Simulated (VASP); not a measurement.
# VASP inputs for BeS (strained zincblende)

INCAR

```
EDIFF = 1E-7
LWAVE = .FALSE.
GGA = PE
IBRION = -1
LELF = .TRUE.
NELM = 120
NSW = 0
LCHARG = .TRUE.
ISIF = 2
LASPH = .TRUE.
LREAL = .FALSE.
ENCUT = 520
PREC = Accurate
SIGMA = 0.02
ISMEAR = -1
NBANDS = 11
```

KPOINTS

```
KPOINTS created by Atomic Simulation Environment
0
Gamma
10 10 10
0 0 0
```

KPOINTS_OPT

```
special points
8
Reciprocal
0.0000000000 0.0000000000 0.0000000000 1
-0.5000000000 -0.5000000000 0.0000000000 1
-0.3750000000 -0.3750000000 0.2500000000 1
-0.3750000000 0.0000000000 0.3750000000 1
0.0000000000 0.0000000000 0.5000000000 1
-0.5000000000 -0.2500000000 0.2500000000 1
-0.0375000000 0.0000000000 0.0375000000 1
0.0000000000 0.5000000000 0.5000000000 1
```

POSCAR

```
Be S
 1.0000000000000000
     0.0000000000000000    2.3951139000000001    2.3951139000000001
     2.3951139000000001    0.0000000000000000    2.3951139000000001
     2.3951139000000001    2.3951139000000001    0.0000000000000000
 Be  S
   1   1
Cartesian
  0.0000000000000000  0.0000000000000000  0.0000000000000000
  1.1975569500000001  1.1975569500000001  1.1975569500000001
```

VASP ran with the recommended PBE PAW datasets (8 valence electrons in the cell).

Problem. Predict the results.

Solution. gap between bands v and c 3.02 eV; least direct gap 5.65 eV; pressure 5.5 GPa.

Band v is the last that the valence electrons fill when counted band by band, and c is the next. Levels in eV from the top of v:

```tsv
point	v−1	v	c	c+1
Γ	0.00	0.00	5.65	5.65
X	-2.77	-2.77	3.02	4.88
K	-4.31	-2.30	4.32	7.58
L	-1.09	-1.09	5.61	6.55
W	-4.07	-3.53	6.50	8.10
```
